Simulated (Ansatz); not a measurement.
Run this with the Python package of Ansatz (0.2.0) and show what comes out.

`run_kconv.py`
```python
"""Convergence of TaC with the k-point mesh."""

import ansatz as az
import numpy as np
from tabulate import tabulate

vectors = np.array([
    [0.0, 2.223, 2.223],
    [2.223, 0.0, 2.223],
    [2.223, 2.223, 0.0],
])
structure = (
    az.Lattice.of(vectors)
    .atom("Ta", [0.0, 0.0, 0.0])
    .atom("C", [0.5, 0.5, 0.5])
)

calculation = structure.calculation()
calculation = calculation.functional("PBEsol", dispersion="D3(BJ)")
calculation = calculation.basis(17 * az.Ha).occupations("fermi_dirac", width=0.1)
calculation = calculation.stress()

rows = []
for value in [(3, 3, 3), (4, 4, 4), (5, 5, 5), (7, 7, 7), (9, 9, 9), (11, 11, 11)]:
    report = calculation.kpoints(mesh=value).run(threads=1, backend="cpu").report
    rows.append((value, report["free_energy_ev"] / len(report["lattice"]["sites"]), report["n_iterations"], sum(report["stress_gpa"][i][i] for i in range(3)) / 3, report["n_kpoints"]))

print(tabulate(rows, headers=["mesh", "F/atom (eV)", "iterations", "P (GPa)", "k-points"], floatfmt=".4f", tablefmt="simple"))

# the last row is the reference
for row in rows[:-1]:
    shift = 1000 * (row[1] - rows[-1][1])
    print(f"{row[0]}: {shift:+.2f} meV/atom" + ("  (within 2 meV)" if abs(shift) < 2 else ""))
```

Output of `python run_kconv.py`:
```text
mesh            F/atom (eV)    iterations    P (GPa)    k-points
------------  -------------  ------------  ---------  ----------
(3, 3, 3)        -5027.5239             6    -3.7761           4
(4, 4, 4)        -5027.6839             6    -6.9334           8
(5, 5, 5)        -5027.7546             6    -8.3171          10
(7, 7, 7)        -5027.7410             6    -8.2835          20
(9, 9, 9)        -5027.7376             6    -8.0405          35
(11, 11, 11)     -5027.7397             6    -8.1772          56
(3, 3, 3): +215.84 meV/atom
(4, 4, 4): +55.79 meV/atom
(5, 5, 5): -14.90 meV/atom
(7, 7, 7): -1.27 meV/atom  (within 2 meV)
(9, 9, 9): +2.10 meV/atom
```

Dispersion corrections can be off by several per cent in the lattices of metals, and by several GPa in the pressure at a fixed cell. Of the deposited cell: the entry's cell lengths or inner coordinates differ somewhat from later room-temperature determinations. Pressure is positive in compression. A row within the bound is followed by one outside it, so the series isn't shown to be converged. Spin-orbit coupling, which matters for elements this heavy, is left out. At these settings the cell as given stands under about -8 GPa, so it isn't at this functional's equilibrium volume. The structure is a deposited one; some such entries were measured under pressure or heat, so a shift against it needn't be the functional's error alone. Shifts are counted from the finest mesh, which is itself no proven limit. Timing: 5.9 s on 1 thread of Arm Neoverse V1, with other jobs on the host, peak memory 0.37 GiB.
